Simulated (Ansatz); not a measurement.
# Compressing Pt: a fit and a missing row

Pt, Fm-3m, a = 3.918 Å. Ansatz: PBEsol, PAW, 420 eV, Γ-centred 18×18×18 mesh on 1 atom, Gaussian smearing 0.10 eV; no spin polarisation. Symmetry fixes shape and atoms, so the cell is only scaled; pressure is positive in compression.

| V (Å³/atom) | P (GPa) |
| --- | --- |
| 13.233 | ? |
| 13.684 | 34.84 |
| 14.135 | 20.97 |
| 14.586 | 9.49 |
| 15.037 | -0.01 |
| 15.488 | -7.85 |
| 15.939 | -14.31 |
| 16.541 | -21.15 |

Question: Take V0 = 15.037 Å³/atom, count pressures from its P0 = -0.01 GPa, fit the third-order Birch–Murnaghan form to the other rows, and predict the missing pressure.

Answer: With the Eulerian strain f = ½[(V0/V)^(2/3) − 1] and y = (P − P0)/[3f(1 + 2f)^(5/2)], the form is the line y = B0 + 1.5 B0 (B0′ − 4) f. Rows (f, y): 0.03244, 306.0; 0.02105, 299.7; 0.01025, 293.7; -0.00975, 281.6; -0.01905, 275.7; -0.03079, 268.3. Means f = 0.0006917, y = 287.50; Σ(Δf)² = 0.003004, ΣΔfΔy = 1.794; the slope is their ratio. y = 287.1 + 597.3 f GPa, so B0 = 287.1 GPa and B0′ = 4 + 2 × (597.3)/(3 × 287.1) = 5.39. At V = 13.233, f = 0.04447, y = 313.66 and P = 51.77 GPa. The run gave 51.58 GPa, so the fit is 0.19 GPa too high, a small miss on the scale of the series.

Spin–orbit coupling is left out, which can shift energies with elements as heavy as these.